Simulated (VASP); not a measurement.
# InSe (P-6m2) in VASP: equation of state

How stiff is InSe in PBEsol, and what volume does it want? The cell is scaled to several volumes.

All numbers are computed with VASP 6.6.1; they aren't measurements. Logs are shortened: lines on timing, memory, paths and dates and some standing lists are left out, and cuts for length are marked.

**1. The crystal as given**

The structure is hexagonal, space group P-6m2 (No. 187). The conventional cell has a = 4.047 Å, b = 4.047 Å, c = 18.052 Å, α = 90.00°, β = 90.00°, γ = 120.00°. In (site symmetry 3m) has 3 Se at 2.65 Å and 1 In at 2.79 Å as nearest neighbours. Around In (site symmetry 3m) lie 3 Se at 2.65 Å and 1 In at 2.79 Å. Se (site symmetry 3m) has 3 In at 2.65 Å as nearest neighbours. Se (site symmetry 3m) has 3 In at 2.65 Å as nearest neighbours.

Measurements of this composition are mostly on another form, of space group No. 160.

**2. Equation of state, PBEsol, 30.09 Å³/atom (volume scaled by 0.94)**

INCAR

```
SYSTEM = InSe
PREC = Accurate
ENCUT = 520
EDIFF = 1E-7
ISMEAR = -1
SIGMA = 0.05
LREAL = .False.
LASPH = .True.
NELM = 100
ALGO = Normal
ISIF = 2
LWAVE = .False.
LCHARG = .False.
GGA = PS
NBANDS = 48
KPAR = 2
```

KPOINTS

```
regular mesh
0
Gamma
  8 8 2
  0 0 0
```

POSCAR

```
InSe
1.0
    3.9647075745      0.0000000000      0.0000000000
   -1.9823537873      3.4335374781      0.0000000000
    0.0000000000      0.0000000000     17.6835520195
In Se
4 4
Direct
    0.3333333333      0.6666666667      0.0773904900
    0.3333333333      0.6666666667      0.9226095100
    0.0000000000      0.0000000000      0.4226063200
    0.0000000000      0.0000000000      0.5773936800
    0.3333333333      0.6666666667      0.3529842800
    0.3333333333      0.6666666667      0.6470157200
    0.6666666667      0.3333333333      0.1469999300
    0.6666666667      0.3333333333      0.8530000700
```

Potentials or basis: VASP PAW PBE potentials, release 64 (In_d, Se).

The run is started by

```bash
$ cat potpaw_PBE.64/In_d/POTCAR potpaw_PBE.64/Se/POTCAR > POTCAR
$ mpirun -np 2 vasp_std > vasp.out
```

OUTCAR:

```text
SYSTEM = InSe
   PREC = Accurate
   ENCUT = 520
   EDIFF = 1E-7
   ISMEAR = -1
   LREAL = .False.
   LASPH = .True.
   NELM = 100
   ISIF = 2
   GGA = PS

 Found     20 irreducible k-points:

 Following reciprocal coordinates:
            Coordinates               Weight
  0.000000  0.000000  0.000000      1.000000
  0.125000  0.000000  0.000000      6.000000
  0.250000  0.000000  0.000000      6.000000
  0.375000  0.000000  0.000000      6.000000
  0.500000  0.000000  0.000000      3.000000
  0.125000  0.125000  0.000000      6.000000
   k-points           NKPTS =     20   k-points in BZ     NKDIM =     20   number of bands    NBANDS=     48
   number of dos      NEDOS =    301   number of ions     NIONS =      8
   total plane-waves  NPLWV = 126000
   dimension x,y,z NGX =    30 NGY =   30 NGZ =  140
   dimension x,y,z NGXF=    60 NGYF=   60 NGZF=  280
   ions per type =               4   4
   NGX,Y,Z   is equivalent  to a cutoff of  12.58, 12.58, 13.16 a.u.
   NGXF,Y,Z  is equivalent  to a cutoff of  25.16, 25.16, 26.32 a.u.
 SYSTEM =  InSe
   PREC   = accura    normal or accurate (medium, high low for compatibility)
   ISTART =      0    job   : 0-new  1-cont  2-samecut
   ICHARG =      2    charge: 1-file 2-atom 10-const
   ISPIN  =      1    spin polarized calculation?
   LNONCOLLINEAR =      F non collinear calculations
   LSORBIT =      F    spin-orbit coupling
   LASPH  =      T    aspherical Exc in radial PAW
   ENCUT  =  520.0 eV  38.22 Ry    6.18 a.u.   7.37  7.37 32.88*2*pi/ulx,y,z
   NELM   =    100;   NELMIN=  2; NELMDL= -5     # of ELM steps
   EDIFF  = 0.1E-06   stopping-criterion for ELM
   LREAL  =      F    real-space projection
   EDIFFG = 0.1E-05   stopping-criterion for IOM
   NSW    =      0    number of steps for IOM
   IBRION =     -1    ionic relax: 0-MD 1-quasi-New 2-CG
   NFREE  =      0    steps in history (QN), initial steepest desc. (CG)
   ISIF   =      2    stress and relaxation
   ISYM   =      2    0-nonsym 1-usesym 2-fastsym
   POTIM  = 0.5000    time-step for ionic-motion
   TEBEG  =    0.0;   TEEND  =   0.0 temperature during run
   PSTRESS=    0.0 pullay stress
   NELECT =      76.0000    total number of electrons
   NUPDOWN=      -1.0000    fix difference up-down
   EMIN   =  10.00;   EMAX   =-10.00  energy-range for DOS
   EFERMI =   0.00;   METHOD = LEGACY
   ISMEAR =    -1;   SIGMA  =   0.05  broadening in eV -4-tet -1-fermi 0-gaus
   EFERMI_NEDOS =   21; number of points for ismear=-14 and -15
   IALGO  =     38    algorithm
   IMIX   =      4    mixing-type and parameters
     AMIX     =   0.40;   BMIX     =  1.00
     AMIX_MAG =   1.60;   BMIX_MAG =  1.00
  volume/ion in A,a.u.               =      30.09       203.06
  Fermi-wavevector in a.u.,A,eV,Ry     =   1.114736  2.106545 16.907082  1.242635
  Thomas-Fermi vector in A             =   2.251333
   LORBIT       =      0    0 simple, 1 ext, 2 COOP (PROOUT), +10 PAW based schemes
   GGA     = PS    functional components
   LHFCALC =     F    Hartree Fock is set to
   AEXX    =    0.0000 exact exchange contribution
   IVDW    =     0    specifies the selected vdW correction
   LEPSILON=     F    determine dielectric tensor
   LRPA    =     F    only Hartree local field effects (RPA)
 non-spin polarized calculation
  energy-cutoff  :      520.00
  volume of cell :      240.73
 maximum number of plane-waves:      6539
 NGX is ok and might be reduce to    30
   NGX = 15   NGY = 15   NGZ = 65

 number of electron      75.9999970 magnetization

 Free energy of the ion-electron system (eV)
  ---------------------------------------------------
  ext. energy  EPLUGINS =         0.00000000
  ---------------------------------------------------
  free energy    TOTEN  =       -31.07557866 eV

  energy without entropy =      -31.07556961  energy(sigma->0) =      -31.07557414

 E-fermi :   3.8989     XC(G=0):  -8.8551

 val. band max:        3.4767443281   @ k =   0.0000   0.0000   0.0000
 cond. band min:       4.2681516206   @ k =   0.0000   0.0000   0.0000
 fundamental gap:      0.7914072925
 Fermi energy:         3.8988974576

 k-point     1 :       0.0000    0.0000    0.0000
  band No.  band energies     occupation
      1     -11.1323      2.00000
      2     -11.1300      2.00000
      3     -10.9080      2.00000
      4     -10.9080      2.00000
      5     -10.9058      2.00000
      6     -10.9058      2.00000
[... 40 lines left out ...]
     47       9.2558      0.00000
     48       9.2777      0.00000

 k-point     2 :       0.1250    0.0000    0.0000
  band No.  band energies     occupation
      1     -11.1378      2.00000
      2     -11.1353      2.00000
      3     -10.9759      2.00000
      4     -10.9721      2.00000
      5     -10.9134      2.00000
      6     -10.9076      2.00000
[... 40 lines left out ...]
     47       8.5660      0.00000
     48       8.6892      0.00000

 k-point     3 :       0.2500    0.0000    0.0000
  band No.  band energies     occupation
      1     -11.1916      2.00000
      2     -11.1870      2.00000
      3     -11.0605      2.00000
      4     -11.0535      2.00000
      5     -11.0449      2.00000
      6     -11.0418      2.00000
[... 40 lines left out ...]
     47       8.3699      0.00000
     48       8.4596      0.00000

 k-point     4 :       0.3750    0.0000    0.0000
  band No.  band energies     occupation
      1     -11.2730      2.00000
      2     -11.2685      2.00000
      3     -11.1604      2.00000
      4     -11.1551      2.00000
      5     -11.0504      2.00000
      6     -11.0480      2.00000
[... 40 lines left out ...]
     47       8.3190      0.00000
     48       8.5005      0.00000

 k-point     5 :       0.5000    0.0000    0.0000
  band No.  band energies     occupation
      1     -11.3052      2.00000
      2     -11.3016      2.00000
      3     -11.1949      2.00000
      4     -11.1909      2.00000
      5     -11.0482      2.00000
      6     -11.0458      2.00000
[... 40 lines left out ...]
     47       8.2631      0.00000
     48       8.4794      0.00000

 k-point     6 :       0.1250    0.1250    0.0000
  band No.  band energies     occupation
      1     -11.1685      2.00000
      2     -11.1646      2.00000
      3     -11.0353      2.00000
      4     -11.0318      2.00000
      5     -11.0231      2.00000
      6     -11.0160      2.00000
[... 40 lines left out ...]
     47       8.2758      0.00000
     48       8.4286      0.00000

 [... further k-points ...]
[... 5 lines left out ...]
  --------------------------------------------------------------------------------------
  -------------------------------------------------------------------------------------
  Total        3.5062481      3.5062481      3.5105996     -0.0000000      0.0000000      0.0000000
  in kB       23.3362337     23.3362337     23.3651958     -0.0000000      0.0000000      0.0000000
  external PRESSURE =      23.3458877 kB  Pullay stress =       0.0000000 kB

 VOLUME and BASIS-vectors are now :
 -----------------------------------------------------------------------------
  energy-cutoff  :      520.00
  volume of cell :      240.73
      direct lattice vectors                 reciprocal lattice vectors
     3.964707575  0.000000000  0.000000000     0.252225412  0.145622409  0.000000000
    -1.982353787  3.433537478  0.000000000     0.000000000  0.291244819  0.000000000
     0.000000000  0.000000000 17.683552019     0.000000000  0.000000000  0.056549725

 POSITION                                       TOTAL-FORCE (eV/Angst)
 -----------------------------------------------------------------------------------
     -0.00000      2.28902      1.36854        -0.000000      0.000000     -0.289054
     -0.00000      2.28902     16.31501        -0.000000      0.000000      0.289054
      0.00000      0.00000      7.47318        -0.000000      0.000000      0.288452
      0.00000      0.00000     10.21037        -0.000000      0.000000     -0.288452
     -0.00000      2.28902      6.24202         0.000000      0.000000     -0.547241
     -0.00000      2.28902     11.44154         0.000000     -0.000000      0.547241
      1.98235      1.14451      2.59948        -0.000000     -0.000000      0.547467
      1.98235      1.14451     15.08407        -0.000000     -0.000000     -0.547467
 -----------------------------------------------------------------------------------
    total drift:                                0.000001     -0.000000     -0.000000

  FREE ENERGIE OF THE ION-ELECTRON SYSTEM (eV)
  ---------------------------------------------------
  free  energy   TOTEN  =       -31.0755786620 eV

  energy  without entropy=      -31.0755696113  energy(sigma->0) =      -31.07557414
```

Wall time 2.7 min (2 MPI ranks of Intel Xeon Platinum 8259CL at 2.50GHz (Skylake/Cascade Lake), shared host); peak memory 0.44 GiB.

Results:

```
Free energy            : -31.0756 eV
Pressure               : 2.3 GPa
Largest force          : 0.547 eV/Å
Band gap on the k mesh : 0.79 eV, direct
```

Caveat: the PAW data sets were made with another functional, which shifts forces and pressure a little; spin-orbit coupling is left out, which moves the levels of the heavy elements; this functional lacks dispersion, which binds the layers, so the pressure and a relaxed spacing across them are unreliable.

**3. Equation of state, PBEsol, 30.73 Å³/atom (volume scaled by 0.96)**

INCAR is that of step 2.

KPOINTS is that of step 2.

Changes to POSCAR since step 2:

```diff
@@ -2,5 +2,5 @@
 1.0
-    3.9647075745      0.0000000000      0.0000000000
-   -1.9823537873      3.4335374781      0.0000000000
-    0.0000000000      0.0000000000     17.6835520195
+    3.9926289703      0.0000000000      0.0000000000
+   -1.9963144852      3.4577181162      0.0000000000
+    0.0000000000      0.0000000000     17.8080881791
 In Se
```

Potentials or basis: VASP PAW PBE potentials, release 64 (In_d, Se).

The run is started by

```bash
$ cat potpaw_PBE.64/In_d/POTCAR potpaw_PBE.64/Se/POTCAR > POTCAR
$ mpirun -np 2 vasp_std > vasp.out
```

OUTCAR:

```text
SYSTEM = InSe
   PREC = Accurate
   ENCUT = 520
   EDIFF = 1E-7
   ISMEAR = -1
   LREAL = .False.
   LASPH = .True.
   NELM = 100
   ISIF = 2
   GGA = PS

 Found     20 irreducible k-points:

 Following reciprocal coordinates:
            Coordinates               Weight
  0.000000  0.000000  0.000000      1.000000
  0.125000 -0.000000  0.000000      6.000000
  0.250000 -0.000000  0.000000      6.000000
  0.375000 -0.000000  0.000000      6.000000
  0.500000 -0.000000  0.000000      3.000000
[... 389 lines left out ...]
  Total        1.7595964      1.7595964      1.9672920     -0.0000000     -0.0000000     -0.0000000
  in kB       11.4672109     11.4672109     12.8207540     -0.0000000     -0.0000000     -0.0000000
  external PRESSURE =      11.9183919 kB  Pullay stress =       0.0000000 kB

 VOLUME and BASIS-vectors are now :
 -----------------------------------------------------------------------------
  energy-cutoff  :      520.00
  volume of cell :      245.85
      direct lattice vectors                 reciprocal lattice vectors
     3.992628970  0.000000000  0.000000000     0.250461540  0.144604037  0.000000000
    -1.996314485  3.457718116  0.000000000     0.000000000  0.289208075  0.000000000
     0.000000000  0.000000000 17.808088179     0.000000000  0.000000000  0.056154259

 POSITION                                       TOTAL-FORCE (eV/Angst)
 -----------------------------------------------------------------------------------
     -0.00000      2.30515      1.37818        -0.000000     -0.000000     -0.214979
     -0.00000      2.30515     16.42991         0.000000     -0.000000      0.214979
      0.00000      0.00000      7.52581         0.000000     -0.000000      0.214229
      0.00000      0.00000     10.28228         0.000000     -0.000000     -0.214229
     -0.00000      2.30515      6.28598        -0.000000      0.000000     -0.361408
     -0.00000      2.30515     11.52211        -0.000000      0.000000      0.361408
      1.99631      1.15257      2.61779        -0.000000      0.000000      0.361695
      1.99631      1.15257     15.19030         0.000000      0.000000     -0.361695
 -----------------------------------------------------------------------------------
    total drift:                                0.000000     -0.000000     -0.000000

  FREE ENERGIE OF THE ION-ELECTRON SYSTEM (eV)
  ---------------------------------------------------
  free  energy   TOTEN  =       -31.1326792475 eV

  energy  without entropy=      -31.1326640441  energy(sigma->0) =      -31.13267165
```

stdout:

```text
POSCAR found type information on POSCAR InSe
 POSCAR found :  2 types and       8 ions
 scaLAPACK will be used
 -----------------------------------------------------------------------------
|                                                                             |
|                                                                             |
|     You enforced a specific xc type in the INCAR file but a different       |
|     I HOPE YOU KNOW WHAT YOU ARE DOING!                                     |
|                                                                             |
 -----------------------------------------------------------------------------

 LDA part: xc-table for (Slater+PW92), standard interpolation
 POSCAR, INCAR and KPOINTS ok, starting setup
 FFT: planning ... GRIDC
 FFT: planning ... GRID_SOFT
 FFT: planning ... GRID
 WAVECAR not read
 entering main loop
```

It took 2.9 min on 2 MPI ranks of Intel Xeon Platinum 8259CL at 2.50GHz (Skylake/Cascade Lake), shared host; peak memory 0.44 GiB.

What came out:

- Free energy: -31.1327 eV
- Pressure: 1.2 GPa
- Largest force: 0.362 eV/Å
- Band gap on the k mesh: 0.73 eV, direct

Caveat: the PAW data sets were made with another functional, which shifts forces and pressure a little; spin-orbit coupling is left out, which moves the levels of the heavy elements; this functional lacks dispersion, which binds the layers, so the pressure and a relaxed spacing across them are unreliable.

**4. Equation of state, PBEsol, 31.37 Å³/atom (volume scaled by 0.98)**

INCAR is that of step 3.

KPOINTS is that of step 3.

Changes to POSCAR since step 3:

```diff
@@ -2,5 +2,5 @@
 1.0
-    3.9926289703      0.0000000000      0.0000000000
-   -1.9963144852      3.4577181162      0.0000000000
-    0.0000000000      0.0000000000     17.8080881791
+    4.0201652126      0.0000000000      0.0000000000
+   -2.0100826064      3.4815652016      0.0000000000
+    0.0000000000      0.0000000000     17.9309064614
 In Se
```

The run is started by

```bash
$ cat potpaw_PBE.64/In_d/POTCAR potpaw_PBE.64/Se/POTCAR > POTCAR
$ mpirun -np 2 vasp_std > vasp.out
```

It took 3.6 min on 2 MPI ranks of Intel Xeon Platinum 8259CL at 2.50GHz (Skylake/Cascade Lake), shared host; peak memory 0.45 GiB.

The run converged. Its results:

```yaml
Free_energy: -31.1552 eV
Pressure: 0.2 GPa
Largest_force: 0.190 eV/Å
Band_gap_on_the_k_mesh: 0.68 eV, direct
```

Caveat: the PAW data sets were made with another functional, which shifts forces and pressure a little; spin-orbit coupling is left out, which moves the levels of the heavy elements; this functional lacks dispersion, which binds the layers, so the pressure and a relaxed spacing across them are unreliable.

**5. Equation of state, PBEsol, 32.65 Å³/atom (volume scaled by 1.02)**

INCAR is that of step 4.

KPOINTS is that of step 4.

Changes to POSCAR since step 4:

```diff
@@ -2,5 +2,5 @@
 1.0
-    4.0201652126      0.0000000000      0.0000000000
-   -2.0100826064      3.4815652016      0.0000000000
-    0.0000000000      0.0000000000     17.9309064614
+    4.0741336016      0.0000000000      0.0000000000
+   -2.0370668009      3.5283031975      0.0000000000
+    0.0000000000      0.0000000000     18.1716184929
 In Se
```

The run is started by

```bash
$ cat potpaw_PBE.64/In_d/POTCAR potpaw_PBE.64/Se/POTCAR > POTCAR
$ mpirun -np 2 vasp_std > vasp.out
```

Run time: 3.6 min. Hardware: 2 MPI ranks of Intel Xeon Platinum 8259CL at 2.50GHz (Skylake/Cascade Lake), shared host; peak memory 0.45 GiB.

Results (log left out):

```yaml
Free_energy: -31.1112 eV
Pressure: -1.5 GPa
Largest_force: 0.114 eV/Å
Band_gap_on_the_k_mesh: 0.58 eV, direct
```

Caveat: the PAW data sets were made with another functional, which shifts forces and pressure a little; spin-orbit coupling is left out, which moves the levels of the heavy elements; this functional lacks dispersion, which binds the layers, so the pressure and a relaxed spacing across them are unreliable.

**6. Equation of state, PBEsol, 33.29 Å³/atom (volume scaled by 1.04)**

INCAR is that of step 5.

KPOINTS is that of step 5.

Changes to POSCAR since step 5:

```diff
@@ -2,5 +2,5 @@
 1.0
-    4.0741336016      0.0000000000      0.0000000000
-   -2.0370668009      3.5283031975      0.0000000000
-    0.0000000000      0.0000000000     18.1716184929
+    4.1005897560      0.0000000000      0.0000000000
+   -2.0502948780      3.5512148992      0.0000000000
+    0.0000000000      0.0000000000     18.2896193219
 In Se
```

Potentials or basis: VASP PAW PBE potentials, release 64 (In_d, Se).

The run is started by

```bash
$ cat potpaw_PBE.64/In_d/POTCAR potpaw_PBE.64/Se/POTCAR > POTCAR
$ mpirun -np 2 vasp_std > vasp.out
```

It took 3.9 min on 2 MPI ranks of Intel Xeon Platinum 8259CL at 2.50GHz (Skylake/Cascade Lake), shared host; peak memory 0.46 GiB.

It converged, with:

```yaml
Free_energy: -31.0511 eV
Pressure: -2.3 GPa
Largest_force: 0.250 eV/Å
Band_gap_on_the_k_mesh: 0.54 eV, direct
```

Caveat: the PAW data sets were made with another functional, which shifts forces and pressure a little; spin-orbit coupling is left out, which moves the levels of the heavy elements; this functional lacks dispersion, which binds the layers, so the pressure and a relaxed spacing across them are unreliable.

**7. Equation of state, PBEsol, 33.93 Å³/atom (volume scaled by 1.06)**

INCAR is that of step 6.

KPOINTS is that of step 6.

Changes to POSCAR since step 6:

```diff
@@ -2,5 +2,5 @@
 1.0
-    4.1005897560      0.0000000000      0.0000000000
-   -2.0502948780      3.5512148992      0.0000000000
-    0.0000000000      0.0000000000     18.2896193219
+    4.1267088662      0.0000000000      0.0000000000
+   -2.0633544332      3.5738347122      0.0000000000
+    0.0000000000      0.0000000000     18.4061168534
 In Se
```

The run is started by

```bash
$ cat potpaw_PBE.64/In_d/POTCAR potpaw_PBE.64/Se/POTCAR > POTCAR
$ mpirun -np 2 vasp_std > vasp.out
```

Run time: 3.8 min. Hardware: 2 MPI ranks of Intel Xeon Platinum 8259CL at 2.50GHz (Skylake/Cascade Lake), shared host; peak memory 0.49 GiB.

It converged, with:

| Quantity | Value |
| --- | --- |
| Free energy | -30.9692 eV |
| Pressure | -2.9 GPa |
| Largest force | 0.375 eV/Å |
| Band gap on the k mesh | 0.50 eV, direct |

Caveat: the PAW data sets were made with another functional, which shifts forces and pressure a little; spin-orbit coupling is left out, which moves the levels of the heavy elements; this functional lacks dispersion, which binds the layers, so the pressure and a relaxed spacing across them are unreliable.

**8. Equation of state, PBEsol**

This step only gathers the single runs of the series.

What came out:

```yaml
Equilibrium_volume: 31.51 Å³/atom
Bulk_modulus_at_fixed_shape_and_positions: 46 GPa
Pressure_derivative_of_the_bulk_modulus: 4.7
```

Energy against volume, from the lowest point:
```csv
volume (Å³/atom),energy (meV/atom)
30.091,9.95
30.731,2.82
31.371,0.00
32.011,1.04
32.652,5.50
33.292,13.02
33.932,23.24
```

Caveat: the cell was scaled at fixed shape and fractional positions, which overstates the stiffness of a crystal with free parameters, most of all of layers and chains; the PAW data sets were made with another functional, which shifts forces and pressure a little; this functional lacks dispersion, which binds the layers, so the pressure and a relaxed spacing across them are unreliable.
